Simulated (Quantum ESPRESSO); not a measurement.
# HgSe (F-43m) in Quantum ESPRESSO: convergence with smearing width

Aim: find how far smearing width must go before the results for HgSe settle, at PBEsol. This setting moves, with any that are tied to it; all else stays.

Everything below comes from runs of Quantum ESPRESSO 7.5. Logs are shortened: lines on timing, memory, paths and dates and some standing lists are left out, and cuts for length are marked.

## (1) The crystal as given

The structure is cubic, space group F-43m (No. 216). The conventional cell has a = 6.078 Å, b = 6.078 Å, c = 6.078 Å, α = 90.00°, β = 90.00°, γ = 90.00°. Around Hg (site symmetry -43m) lie 4 Se at 2.63 Å. Se (site symmetry -43m) is surrounded by 4 Hg at 2.63 Å.

## (2) With smearing width 0.5 eV

pw.in reads:

```
&CONTROL
  calculation = 'scf'
  prefix = 'pwscf'
  outdir = './tmp'
  pseudo_dir = './pseudo'
  tprnfor = .true.
  tstress = .true.
  disk_io = 'nowf'
/
&SYSTEM
  ibrav = 0
  nat = 2
  ntyp = 2
  ecutwfc = 86
  nbnd = 26
  occupations = 'smearing'
  smearing = 'gaussian'
  degauss = 0.03674932
/
&ELECTRONS
  conv_thr = 4d-10
  electron_maxstep = 120
  mixing_beta = 0.5
/
ATOMIC_SPECIES
Hg   200.5920 Hg.upf
Se    78.9710 Se.upf
CELL_PARAMETERS angstrom
   0.0000000000    3.0390000000    3.0390000000
   3.0390000000    0.0000000000    3.0390000000
   3.0390000000    3.0390000000    0.0000000000
ATOMIC_POSITIONS crystal
Hg     0.0000000000    0.0000000000    0.0000000000
Se     0.7500000000    0.7500000000    0.7500000000
K_POINTS automatic
8 8 8 0 0 0
```

Potentials or basis: PseudoDojo 0.4.1 SR PBEsol standard.

Command:

```console
$ OMP_NUM_THREADS=1 pw.x -in pw.in > pw.out
```

pw.out:

```text
This program is part of the open-source Quantum ESPRESSO suite
     for quantum simulation of materials; please cite
         "P. Giannozzi et al., J. Phys.:Condens. Matter 21 395502 (2009);
         "P. Giannozzi et al., J. Phys.:Condens. Matter 29 465901 (2017);
         "P. Giannozzi et al., J. Chem. Phys. 152 154105 (2020);
     in publications or presentations arising from this work. More details at

     Message from routine setup:
     using ibrav=0 with symmetry is DISCOURAGED, use correct ibrav instead

     G-vector sticks info
     --------------------
     sticks:   dense  smooth     PW     G-vecs:    dense   smooth      PW
     Sum        1555    1555    451                40821    40821    6375

     Using Slab Decomposition

     bravais-lattice index     =            0
     lattice parameter (alat)  =       8.1217  a.u.
     unit-cell volume          =     378.8076 (a.u.)^3
     number of atoms/cell      =            2
     number of atomic types    =            2
     number of electrons       =        36.00
     number of Kohn-Sham states=           26
     kinetic-energy cutoff     =      86.0000  Ry
     charge density cutoff     =     344.0000  Ry
     scf convergence threshold =      4.0E-10
     mixing beta               =       0.5000
     number of iterations used =            8  plain     mixing
     Exchange-correlation= PBESOL
                           (   1   4  10   8   0   0   0)

     celldm(1)=   8.121656  celldm(2)=   0.000000  celldm(3)=   0.000000
     celldm(4)=   0.000000  celldm(5)=   0.000000  celldm(6)=   0.000000

     crystal axes: (cart. coord. in units of alat)
               a(1) = (   0.000000   0.707107   0.707107 )
               a(2) = (   0.707107   0.000000   0.707107 )
               a(3) = (   0.707107   0.707107   0.000000 )

     reciprocal axes: (cart. coord. in units 2 pi/alat)
               b(1) = ( -0.707107  0.707107  0.707107 )
               b(2) = (  0.707107 -0.707107  0.707107 )
               b(3) = (  0.707107  0.707107 -0.707107 )

     PseudoPot. # 1 for Hg read from file:
     Hg.upf
     Pseudo is Norm-conserving + core correction, Zval = 20.0
     Generated using ONCVPSP code by D. R. Hamann
     Using radial grid of 1246 points,  7 beta functions with:
                l(1) =   0
                l(2) =   0
                l(3) =   1
                l(4) =   1
                l(5) =   2
                l(6) =   2
                l(7) =   3

     PseudoPot. # 2 for Se read from file:
     Se.upf
     Pseudo is Norm-conserving + core correction, Zval = 16.0
     Generated using ONCVPSP code by D. R. Hamann
     Using radial grid of 1198 points,  6 beta functions with:
                l(1) =   0
                l(2) =   0
                l(3) =   1
                l(4) =   1
                l(5) =   2
                l(6) =   2

     atomic species   valence    mass     pseudopotential
     Hg               20.00   200.59200     Hg( 1.00)
     Se               16.00    78.97100     Se( 1.00)

     24 Sym. Ops. (no inversion) found

   Cartesian axes

     site n.     atom                  positions (alat units)
         1        Hg     tau(   1) = (   0.0000000   0.0000000   0.0000000  )
         2        Se     tau(   2) = (   1.0606602   1.0606602   1.0606602  )

     number of k points=    29  Gaussian smearing, width (Ry)=  0.0367
                       cart. coord. in units 2pi/alat
        k(    1) = (   0.0000000   0.0000000   0.0000000), wk =   0.0039062
        k(    2) = (   0.0883883   0.0883883  -0.0883883), wk =   0.0312500
        k(    3) = (   0.1767767   0.1767767  -0.1767767), wk =   0.0312500
        k(    4) = (   0.2651650   0.2651650  -0.2651650), wk =   0.0312500
        k(    5) = (  -0.3535534  -0.3535534   0.3535534), wk =   0.0156250
        k(    6) = (   0.1767767   0.0000000   0.0000000), wk =   0.0234375
[... 21 lines left out ...]
        k(   28) = (  -0.7071068   0.1767767  -0.0000000), wk =   0.0468750
        k(   29) = (  -0.7071068   0.3535534   0.0000000), wk =   0.0234375

     Dense  grid:    40821 G-vectors     FFT dimensions: (  48,  48,  48)

     Initial potential from superposition of free atoms

     starting charge      35.9999, renormalised to      36.0000
     Starting wfcs are   19 randomized atomic wfcs +    7 random wfcs

     Self-consistent Calculation

     iteration #  1     ecut=    86.00 Ry     beta= 0.50
     Davidson diagonalization with overlap
     ethr =  1.00E-02,  avg # of iterations =  5.3

     Threshold (ethr) on eigenvalues was too large:
     Diagonalizing with lowered threshold

     Davidson diagonalization with overlap
     ethr =  1.90E-04,  avg # of iterations =  2.8

     total energy              =    -575.33299505 Ry
     estimated scf accuracy    <       0.06845218 Ry
[... 43 lines left out ...]
     iteration #  8     ecut=    86.00 Ry     beta= 0.50
     Davidson diagonalization with overlap
     ethr =  8.91E-12,  avg # of iterations =  2.0

     End of self-consistent calculation

          k = 0.0000 0.0000 0.0000 (  5029 PWs)   bands (ev):

  -105.7382 -54.0238 -54.0238 -54.0238 -38.6073 -38.6073 -38.6073 -38.6035
   -38.6035  -4.5126   1.8229   1.8229   1.8229   2.5789   2.5789   7.9610
     8.9956   8.9956   8.9956  14.4262  14.4262  14.4262  17.3193  20.3273
    20.3276  20.7286
[... 24 lines left out ...]
  -105.7382 -54.0242 -54.0239 -54.0239 -38.6075 -38.6073 -38.6073 -38.6035
   -38.6035  -4.0246   1.9961   1.9961   2.6270   2.6270   2.9011   3.4179
     8.0102   8.0102  10.0279  15.1931  15.1931  15.8659  18.0415  20.7015
    20.7015  21.5661

          k = 0.1768 0.0000 0.0000 (  5065 PWs)   bands (ev):

  -105.7382 -54.0239 -54.0238 -54.0238 -38.6074 -38.6073 -38.6073 -38.6035
   -38.6035  -4.4222   1.8198   1.8833   1.8833   2.5542   2.5955   7.0208
     8.5771   8.5771  10.0108  13.5326  14.9441  14.9441  18.1493  18.8415
    20.3529  21.2691
[... 31 lines left out ...]
  -105.7382 -54.0241 -54.0239 -54.0239 -38.6075 -38.6074 -38.6073 -38.6035
   -38.6035  -4.1708   1.9633   1.9761   2.1079   2.5563   2.6262   5.1789
     7.5014   8.4012  10.6884  14.3061  14.9742  15.1952  18.5264  19.2246
    20.2215  22.0947

          k = 0.0000-0.1768 0.1768 (  5084 PWs)   bands (ev):

  -105.7382 -54.0240 -54.0239 -54.0238 -38.6074 -38.6073 -38.6073 -38.6035
   -38.6035  -4.3432   1.8869   1.8895   1.9305   2.5556   2.5969   6.3462
     8.1215   8.7552  10.2125  13.8123  14.8143  15.0467  18.5391  19.1174
    19.4271  21.1502

          k = 0.3536 0.0000 0.0000 (  5073 PWs)   bands (ev):

  -105.7382 -54.0240 -54.0239 -54.0239 -38.6075 -38.6073 -38.6073 -38.6035
   -38.6035  -4.1967   1.8532   2.0465   2.0465   2.5218   2.6359   5.7677
     7.7184   7.7184  11.2259  12.4848  16.1795  16.1795  16.7719  20.4248
    21.3456  22.7898
[... 17 lines left out ...]
  -105.7382 -54.0242 -54.0240 -54.0239 -38.6075 -38.6074 -38.6073 -38.6035
   -38.6034  -3.9343   2.0426   2.1340   2.5199   2.5987   2.8994   3.8195
     6.2915   7.5623  11.6669  14.0667  15.8835  16.2056  18.2714  19.6887
    21.3463  22.8956

          k = 0.0000-0.3536 0.3536 (  5090 PWs)   bands (ev):

  -105.7382 -54.0241 -54.0240 -54.0239 -38.6075 -38.6074 -38.6073 -38.6035
   -38.6035  -4.0292   2.0313   2.0535   2.3490   2.5571   2.6739   4.5367
     6.5481   8.0087  11.4511  14.4374  14.8369  15.7176  18.6835  19.9142
    21.3455  21.7949

          k = 0.5303-0.0000 0.0000 (  5093 PWs)   bands (ev):

  -105.7382 -54.0242 -54.0240 -54.0240 -38.6076 -38.6073 -38.6073 -38.6035
   -38.6034  -3.9608   1.9366   2.2424   2.2424   2.6497   2.6767   4.5731
     6.9645   6.9645  11.7182  11.9884  16.8089  17.7289  17.7289  20.5150
    22.7713  23.3427

          k =-0.0884-0.6187 0.6187 (  5107 PWs)   bands (ev):

  -105.7382 -54.0242 -54.0240 -54.0240 -38.6076 -38.6074 -38.6073 -38.6035
   -38.6034  -3.8856   1.9981   2.2871   2.3154   2.6744   2.8948   4.0101
     6.5058   6.8505  11.8017  12.3864  16.7477  17.8843  18.3559  20.9441
    21.9125  22.3009

          k = 0.0000-0.5303 0.5303 (  5108 PWs)   bands (ev):

  -105.7382 -54.0242 -54.0241 -54.0240 -38.6075 -38.6074 -38.6073 -38.6035
   -38.6034  -3.8752   2.0485   2.2447   2.4155   2.6334   3.1059   3.6953
     6.0629   7.0911  11.8656  13.3939  16.8057  17.1603  17.3154  20.3764
    22.3848  23.1911

          k =-0.7071 0.0000 0.0000 (  5104 PWs)   bands (ev):

  -105.7382 -54.0242 -54.0240 -54.0240 -38.6076 -38.6073 -38.6073 -38.6035
   -38.6034  -3.8602   1.9671   2.3370   2.3370   2.6938   2.9443   3.8669
     6.6648   6.6648  11.7249  11.8727  17.3030  18.7840  18.7840  20.5592
    21.9551  21.9551

          k = 0.3536 0.1768 0.0000 (  5104 PWs)   bands (ev):

  -105.7382 -54.0241 -54.0239 -54.0239 -38.6075 -38.6074 -38.6073 -38.6035
   -38.6035  -4.1477   1.9336   2.0317   2.0998   2.5478   2.6374   5.3083
     7.2758   8.0142  11.2335  13.2895  15.1430  16.0197  17.8682  20.3198
    20.9605  21.7517
[... 24 lines left out ...]
  -105.7382 -54.0242 -54.0241 -54.0240 -38.6075 -38.6074 -38.6073 -38.6035
   -38.6034  -3.8857   2.0777   2.2001   2.4327   2.6033   3.0478   3.7854
     6.2093   6.9309  12.1897  13.5937  15.4599  17.0656  18.2518  20.7925
    21.6877  22.6703

          k = 0.0000-0.3536 0.5303 (  5124 PWs)   bands (ev):

  -105.7382 -54.0241 -54.0241 -54.0240 -38.6075 -38.6074 -38.6073 -38.6035
   -38.6034  -3.9104   2.0854   2.1471   2.4948   2.5707   2.9251   3.9183
     6.1378   7.2212  12.1333  14.1526  14.8250  17.2152  17.9132  19.9911
    22.2358  22.9448

          k =-0.7071 0.1768-0.0000 (  5090 PWs)   bands (ev):

  -105.7382 -54.0242 -54.0240 -54.0240 -38.6076 -38.6074 -38.6073 -38.6035
   -38.6034  -3.8607   2.0409   2.2741   2.3681   2.6513   3.0758   3.7609
     6.4302   6.6012  12.1251  12.6076  16.8302  16.9594  18.9699  21.1525
    21.6084  21.8796

          k =-0.7071 0.3536 0.0000 (  5124 PWs)   bands (ev):

  -105.7382 -54.0241 -54.0241 -54.0240 -38.6075 -38.6074 -38.6073 -38.6035
   -38.6034  -3.8612   2.1154   2.2256   2.4901   2.5219   3.1996   3.6499
     6.2084   6.5450  12.5882  14.0279  14.9931  16.3206  19.1451  21.2461
    21.4401  21.9907

     the Fermi energy is     9.3002 ev

!    total energy              =    -575.35362413 Ry
     estimated scf accuracy    <          8.7E-11 Ry
     smearing contrib. (-TS)   =      -0.00106290 Ry
     internal energy E=F+TS    =    -575.35256123 Ry

     The total energy is F=E-TS. E is the sum of the following terms:
     one-electron contribution =    -342.49881660 Ry
     hartree contribution      =     176.51385077 Ry
     xc contribution           =    -102.82192877 Ry
     ewald contribution        =    -306.54566663 Ry

     convergence has been achieved in   8 iterations

     Forces acting on atoms (cartesian axes, Ry/au):

     atom    1 type  1   force =     0.00000000    0.00000000    0.00000000
     atom    2 type  2   force =    -0.00000000   -0.00000000   -0.00000000

     Total force =     0.000000     Total SCF correction =     0.000000

     Computing stress (Cartesian axis) and pressure

          total   stress  (Ry/bohr**3)                   (kbar)     P=       14.47
   0.00009833   0.00000000   0.00000000           14.47        0.00        0.00
   0.00000000   0.00009833   0.00000000            0.00       14.47        0.00
   0.00000000   0.00000000   0.00009833            0.00        0.00       14.47

=------------------------------------------------------------------------------=
   JOB DONE.
=------------------------------------------------------------------------------=
```

Wall time 56 s (1 thread of Arm Neoverse V1, shared host); peak memory 0.16 GiB.

What came out:

```
Free energy            : -7828.0848 eV
Pressure               : 1.4 GPa
Band gap on the k mesh : none (metal or under the smearing width)
```

## (3) With smearing width 0.3 eV

pw.in, as its differences from that of step 2:

```diff
@@ -17,3 +17,3 @@
   smearing = 'gaussian'
-  degauss = 0.03674932
+  degauss = 0.02204959
 /
```

Potentials or basis: PseudoDojo 0.4.1 SR PBEsol standard.

Command:

```console
$ OMP_NUM_THREADS=1 pw.x -in pw.in > pw.out
```

It took 56 s on 1 thread of Arm Neoverse V1, shared host; peak memory 0.16 GiB.

What came out:

```
Free energy            : -7828.0812 eV
Pressure               : 1.4 GPa
Band gap on the k mesh : none (metal or under the smearing width)
```

## (4) With smearing width 0.2 eV

pw.in, as its differences from that of step 3:

```diff
@@ -17,3 +17,3 @@
   smearing = 'gaussian'
-  degauss = 0.02204959
+  degauss = 0.01469973
 /
```

Command:

```console
$ OMP_NUM_THREADS=1 pw.x -in pw.in > pw.out
```

It took 56 s on 1 thread of Arm Neoverse V1, shared host; peak memory 0.16 GiB.

Results:

* Free energy: -7828.0805 eV
* Pressure: 1.4 GPa
* Band gap on the k mesh: none (metal or under the smearing width)

## (5) With smearing width 0.136 eV

pw.in, as its differences from that of step 4:

```diff
@@ -17,3 +17,3 @@
   smearing = 'gaussian'
-  degauss = 0.01469973
+  degauss = 0.00999582
 /
```

Command:

```console
$ OMP_NUM_THREADS=1 pw.x -in pw.in > pw.out
```

Wall time 56 s (1 thread of Arm Neoverse V1, shared host); peak memory 0.16 GiB.

What came out:

* Free energy: -7828.0802 eV
* Pressure: 1.4 GPa
* Band gap on the k mesh: none (metal or under the smearing width)

## (6) With smearing width 0.1 eV

pw.in, as its differences from that of step 5:

```diff
@@ -17,3 +17,3 @@
   smearing = 'gaussian'
-  degauss = 0.00999582
+  degauss = 0.00734986
 /
```

Potentials or basis: PseudoDojo 0.4.1 SR PBEsol standard.

Command:

```console
$ OMP_NUM_THREADS=1 pw.x -in pw.in > pw.out
```

It took 57 s on 1 thread of Arm Neoverse V1, shared host; peak memory 0.16 GiB.

The run converged. Its results:

| Property | Result |
| --- | --- |
| Free energy | -7828.0801 eV |
| Pressure | 1.4 GPa |
| Band gap on the k mesh | none (metal or under the smearing width) |

## (7) With smearing width 0.05 eV

pw.in, as its differences from that of step 6:

```diff
@@ -17,3 +17,3 @@
   smearing = 'gaussian'
-  degauss = 0.00734986
+  degauss = 0.00367493
 /
```

Command:

```console
$ OMP_NUM_THREADS=1 pw.x -in pw.in > pw.out
```

Run time: 58 s. Hardware: 1 thread of Arm Neoverse V1, shared host; peak memory 0.16 GiB.

It converged, with:

```
Free energy            : -7828.0799 eV
Pressure               : 1.4 GPa
Band gap on the k mesh : none (metal or under the smearing width)
```

## (8) With smearing width 0.025 eV

pw.in, as its differences from that of step 7:

```diff
@@ -17,3 +17,3 @@
   smearing = 'gaussian'
-  degauss = 0.00367493
+  degauss = 0.00183747
 /
```

Command:

```console
$ OMP_NUM_THREADS=1 pw.x -in pw.in > pw.out
```

It took 57 s on 1 thread of Arm Neoverse V1, shared host; peak memory 0.16 GiB.

Results (log left out):

- Free energy: -7828.0798 eV
- Pressure: 1.4 GPa
- Band gap on the k mesh: none (metal or under the smearing width)

## (9) With smearing width 0.01 eV

pw.in, as its differences from that of step 8:

```diff
@@ -17,3 +17,3 @@
   smearing = 'gaussian'
-  degauss = 0.00183747
+  degauss = 0.00073499
 /
```

Potentials or basis: PseudoDojo 0.4.1 SR PBEsol standard.

Command:

```console
$ OMP_NUM_THREADS=1 pw.x -in pw.in > pw.out
```

Run time: 56 s. Hardware: 1 thread of Arm Neoverse V1, shared host; peak memory 0.16 GiB.

The run converged. Its results:

```yaml
Free_energy: -7828.0798 eV
Pressure: 1.4 GPa
Band_gap_on_the_k_mesh: none (metal or under the smearing width)
```

## (10) Result

| smearing width | energy less the tightest run, at zero smearing (meV/atom) | SCF cycles | CPU time (s) | peak memory (GiB) |
| --- | --- | --- | --- | --- |
| 0.5 eV | 1.08 | 8 | 56 | 0.16 |
| 0.3 eV | 0.01 | 8 | 56 | 0.16 |
| 0.2 eV | -0.10 | 8 | 56 | 0.16 |
| 0.136 eV | -0.07 | 8 | 56 | 0.16 |
| 0.1 eV | -0.06 | 8 | 57 | 0.16 |
| 0.05 eV | -0.03 | 8 | 58 | 0.16 |
| 0.025 eV | -0.01 | 8 | 57 | 0.16 |
| 0.01 eV | 0.00 | 8 | 56 | 0.16 |

Against the tightest run, the energy stays within 1 meV/atom from 0.3 eV on. Narrower smearing needs a denser k mesh, so at a fixed mesh the narrowest width isn't the most accurate. The tightest run that finished is the yardstick and may itself not be fully converged.
